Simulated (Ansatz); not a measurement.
**BN: what symmetry allows forces and stress to be**

```
CELL_PARAMETERS angstrom
2.58814 0.00925 0.00043
-1.28606 2.22752 0.00000
0.00072 0.00042 4.21122
ATOMIC_POSITIONS crystal
B 0.66041 0.33021 0.00938
B 0.28028 0.64014 0.56600
N 0.68449 0.34225 0.53591
N 0.37482 0.68741 0.13872
```

All numbers below come from DFT PBE, scalar-relativistic, plane waves, PAW (Ansatz 0.2.0).

Cutoff 420 eV; k points 12×12×6 on the computed 4-atom cell (Γ-centred); Gaussian smearing, width 0.02 eV; no spin polarisation.

This distorted cell has space group Cm, with 2 operations.

Task: Without a calculation: in which directions can each atom feel a force?

Result: A force must be left unchanged by every operation that keeps its atom in place, so it lies in the space that those operations leave fixed. Atoms that the group maps onto each other feel forces of one size.
```csv
atom,site symmetry,operations at the site,equivalent to atom,allowed force (Cartesian)
B1,m,2,1,"in the plane normal to (-0.50, 0.87, 0.00)"
B2,m,2,2,"in the plane normal to (-0.50, 0.87, 0.00)"
N3,m,2,3,"in the plane normal to (-0.50, 0.87, 0.00)"
N4,m,2,4,"in the plane normal to (-0.50, 0.87, 0.00)"
```

That leaves 8 independent force components of 12, tied by 2 conditions that the forces sum to zero, so 6 remain. A relaxation in this cell that keeps the symmetry moves the atoms in these directions alone.

Task: And the stress tensor?

Result: It must be invariant under the point group, which leaves 4 independent components. Linear relations between components hold in this frame.

Task: Do the computed values obey this?

Result: Yes. Forces (eV/Å):
```
B1   1.405  0.811  2.308
B2   5.805  3.351 -4.439
N3  -5.702 -3.292  9.301
N4  -1.507 -0.870 -7.170
```

Stress (GPa, compression positive, xx yy zz yz xz xy): 17.90 6.79 41.55 3.73 6.45 9.62. The program imposes the same operations on density, forces and stress, so this confirms the analysis and is no independent test of the calculation.

This wurtzite form isn't the usual stable structure of the compound.